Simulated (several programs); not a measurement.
## BN (R3m) from semi-empirical methods to plane-wave DFT

A 2-atom cell of BN (R3m) from a materials database, relaxed with r2SCAN+rVV10 in Ansatz, was computed with several methods. The symmetry is R3m (No. 160, trigonal); conventional cell a = 2.500 Å, c = 9.760 Å, 8.81 Å³ an atom. B has 3 N at 1.44 Å; N has 3 B at 1.44 Å. The values are computed, spin-unpolarised, and not measurements.

```cif
data_structure
_symmetry_space_group_name_H-M 'R3m:H'
_symmetry_Int_Tables_number 160
_cell_length_a 2.5002
_cell_length_b 2.5002
_cell_length_c 9.7600
_cell_angle_alpha 90.000
_cell_angle_beta 90.000
_cell_angle_gamma 120.000
_cell_volume 52.84
loop_
_atom_site_label
_atom_site_type_symbol
_atom_site_symmetry_multiplicity
_atom_site_Wyckoff_symbol
_atom_site_fract_x
_atom_site_fract_y
_atom_site_fract_z
_atom_site_occupancy
B1 B 3 a 0.00000 0.00000 0.00031 1
N1 N 3 a 0.66667 0.33333 0.00059 1
```

Gaps and times are for a single point on this cell; volume and bulk modulus come from each method's own relaxation or energy curve at fixed shape, which is too stiff where a cell has free coordinates or axes. Times are rough, from shared hosts (Arm Neoverse V1; Arm Neoverse V2; Intel Xeon Platinum 8259CL CPU @ 2.50GHz), and each method has its own mesh and cell size. A double dagger marks a value from a curve with shape and coordinates held. PM6 (MOPAC), PM7 (MOPAC), GFN1-xTB (tblite), GFN2-xTB (tblite) treat a cluster of cells at its zone centre, which samples few k points: where these miss a band edge, the gap comes out too large for that reason alone. Gaps from k meshes are read at a limited set of points (mesh, symmetry points, PBE's band edges), so each method's own least gap may be somewhat smaller. Force fields have no electrons; where one was fitted to this phase, its volume and modulus reflect the fit. xTB and the PM methods were fitted mostly to molecules, and can miss a solid's gap by electronvolts. Minimal bases can be far off for gaps. Times of the plane-wave ladder aren't listed, since it ran on unlike processors and cards. Curves at held shape can't give the bulk modulus of a layered or molecular crystal, so none is listed. GLLB-SC's gap includes the derivative discontinuity. G0W0 is at finite bands, cutoff and mesh. d marks a direct gap, i an indirect one (no mark: not told apart), a dash a value that wasn't computed or didn't pass its checks.

```json
{"method": "PBE-D3(BJ)", "kind": "semilocal", "gap (eV)": "–", "own volume (Å³/atom)": "8.97", "bulk modulus (GPa)": "–", "atoms computed": "2", "processor time": "–"}
{"method": "r2SCAN+rVV10", "kind": "semilocal", "gap (eV)": "–", "own volume (Å³/atom)": "8.81", "bulk modulus (GPa)": "–", "atoms computed": "2", "processor time": "–"}
{"method": "PBE-D4", "kind": "semilocal", "gap (eV)": "–", "own volume (Å³/atom)": "8.88", "bulk modulus (GPa)": "–", "atoms computed": "2", "processor time": "–"}
{"method": "BNC.tersoff (LAMMPS)", "kind": "force field", "gap (eV)": "–", "own volume (Å³/atom)": "8.79", "bulk modulus (GPa)": "–", "atoms computed": "2", "processor time": "0.1 s"}
{"method": "BN.extep (LAMMPS)", "kind": "force field", "gap (eV)": "–", "own volume (Å³/atom)": "8.83", "bulk modulus (GPa)": "–", "atoms computed": "2", "processor time": "0.12 s"}
{"method": "light PBE (260 eV and a coarse mesh)", "kind": "light plane-wave", "gap (eV)": "4.09 i", "own volume (Å³/atom)": "–", "bulk modulus (GPa)": "–", "atoms computed": "2", "processor time": "0.28 s"}
{"method": "non-self-consistent DFTB (CP2K)", "kind": "tight binding", "gap (eV)": "3.96 d", "own volume (Å³/atom)": "–", "bulk modulus (GPa)": "–", "atoms computed": "2", "processor time": "1.5 s"}
{"method": "PBE", "kind": "semilocal", "gap (eV)": "4.14 i", "own volume (Å³/atom)": "–", "bulk modulus (GPa)": "–", "atoms computed": "2", "processor time": "–"}
{"method": "GFN1-xTB (tblite)", "kind": "tight binding", "gap (eV)": "4.97", "own volume (Å³/atom)": "8.86‡", "bulk modulus (GPa)": "–", "atoms computed": "cluster", "processor time": "3.2 s"}
{"method": "PM6 (MOPAC)", "kind": "semi-empirical", "gap (eV)": "9.73", "own volume (Å³/atom)": "–", "bulk modulus (GPa)": "–", "atoms computed": "cluster", "processor time": "6.1 s"}
{"method": "LDA", "kind": "semilocal", "gap (eV)": "3.95 i", "own volume (Å³/atom)": "–", "bulk modulus (GPa)": "–", "atoms computed": "2", "processor time": "–"}
{"method": "PM7 (MOPAC)", "kind": "semi-empirical", "gap (eV)": "8.39", "own volume (Å³/atom)": "9.14‡", "bulk modulus (GPa)": "–", "atoms computed": "cluster", "processor time": "6.8 s"}
{"method": "r2SCAN", "kind": "semilocal", "gap (eV)": "4.65 i", "own volume (Å³/atom)": "–", "bulk modulus (GPa)": "–", "atoms computed": "2", "processor time": "–"}
{"method": "GFN2-xTB (tblite)", "kind": "tight binding", "gap (eV)": "4.99", "own volume (Å³/atom)": "8.94‡", "bulk modulus (GPa)": "–", "atoms computed": "cluster", "processor time": "11 s"}
{"method": "PBE/SZV (CP2K)", "kind": "small basis", "gap (eV)": "4.59 i", "own volume (Å³/atom)": "9.50‡", "bulk modulus (GPa)": "–", "atoms computed": "2", "processor time": "17 s"}
{"method": "GLLB-SC (GPAW)", "kind": "model potential", "gap (eV)": "6.82", "own volume (Å³/atom)": "–", "bulk modulus (GPa)": "–", "atoms computed": "2", "processor time": "19 s"}
{"method": "PBE/single zeta (GPAW)", "kind": "small basis", "gap (eV)": "4.45 i", "own volume (Å³/atom)": "–", "bulk modulus (GPa)": "–", "atoms computed": "2", "processor time": "24 s"}
{"method": "LC-ωPBE", "kind": "hybrid", "gap (eV)": "10.75 i", "own volume (Å³/atom)": "–", "bulk modulus (GPa)": "–", "atoms computed": "2", "processor time": "–"}
{"method": "PBE/DZVP (CP2K)", "kind": "small basis", "gap (eV)": "4.19 i", "own volume (Å³/atom)": "9.01‡", "bulk modulus (GPa)": "–", "atoms computed": "2", "processor time": "41 s"}
{"method": "G0W0@LDA (140 eV screening cutoff)", "kind": "many-body", "gap (eV)": "5.58", "own volume (Å³/atom)": "–", "bulk modulus (GPa)": "–", "atoms computed": "2", "processor time": "–"}
{"method": "PBE0", "kind": "hybrid", "gap (eV)": "6.14 i", "own volume (Å³/atom)": "–", "bulk modulus (GPa)": "–", "atoms computed": "2", "processor time": "–"}
{"method": "DDH-PBE0", "kind": "hybrid", "gap (eV)": "6.07 i", "own volume (Å³/atom)": "–", "bulk modulus (GPa)": "–", "atoms computed": "2", "processor time": "–"}
{"method": "G0W0@HSE06 (140 eV screening cutoff)", "kind": "many-body", "gap (eV)": "6.24", "own volume (Å³/atom)": "–", "bulk modulus (GPa)": "–", "atoms computed": "2", "processor time": "–"}
{"method": "G0W0@r2SCAN (210 eV screening cutoff)", "kind": "many-body", "gap (eV)": "5.99", "own volume (Å³/atom)": "–", "bulk modulus (GPa)": "–", "atoms computed": "2", "processor time": "–"}
{"method": "HSE06", "kind": "hybrid", "gap (eV)": "5.40 i", "own volume (Å³/atom)": "–", "bulk modulus (GPa)": "–", "atoms computed": "2", "processor time": "–"}
{"method": "Hartree-Fock", "kind": "exact exchange", "gap (eV)": "12.84 i", "own volume (Å³/atom)": "–", "bulk modulus (GPa)": "–", "atoms computed": "2", "processor time": "–"}
{"method": "G0W0@PBE (220 eV screening cutoff)", "kind": "many-body", "gap (eV)": "5.75", "own volume (Å³/atom)": "–", "bulk modulus (GPa)": "–", "atoms computed": "2", "processor time": "–"}
```

Against HSE06 (5.40 eV) and with closed or daggered gaps left aside, the nearest gap at the points sampled is that of G0W0@LDA (140 eV screening cutoff) (+0.18 eV) and the farthest that of Hartree-Fock (+7.44 eV). HSE06 is only a yardstick of convenience: for gaps this wide it usually falls short of measured ones, so a larger value can be the better one.
